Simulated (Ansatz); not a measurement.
# SnTe under changes of volume

One of the cells (31.281 Å³/atom); the others are scaled copies at fixed shape and fractional positions:

```
Te Sn
1.0
     0.00000    3.15085    3.15085
     3.15085    0.00000    3.15085
     3.15085    3.15085    0.00000
Te Sn
1 1
Direct
  0.50000 0.50000 0.50000
  0.00000 0.00000 0.00000
```

| Property | Result |
| --- | --- |
| Program | Ansatz 0.2.0 |
| Functional | PBEsol |
| Potentials or basis | all-electron LAPW, scalar-relativistic |
| Cutoff | 201 eV (chosen from the basis error) |
| Basis error allowed | 0.0005 eV/atom |
| k mesh | 7 × 7 × 7 |
| Occupations | fermi-dirac, width 0.05 eV |
| Spin | no spin polarisation |

```csv
volume (Å³/atom),energy over the lowest point (meV/atom),pressure (GPa)
29.404,13.44,2.8
30.030,4.70,1.7
30.656,0.38,0.6
31.281,0.00,-0.4
31.907,?,?
32.532,9.47,-2.0
33.158,18.61,-2.7
```

Q: What does the run at 31.907 Å³/atom give?

A: Energy over the lowest point 3.15 meV/atom; pressure -1.2 GPa.

Worked out: A Birch-Murnaghan fit of order 3 (a polynomial in V^(-2/3)) to the other rows has its minimum at 31.03 Å³/atom with B0 = V·E''(V) = 47 GPa and B' = 4.5. It gives 3.16 meV/atom at 31.907 Å³/atom, against the run's 3.15, and -dE/dV = -1.2 GPa, against -1.2.

Energies are extrapolated to zero smearing.
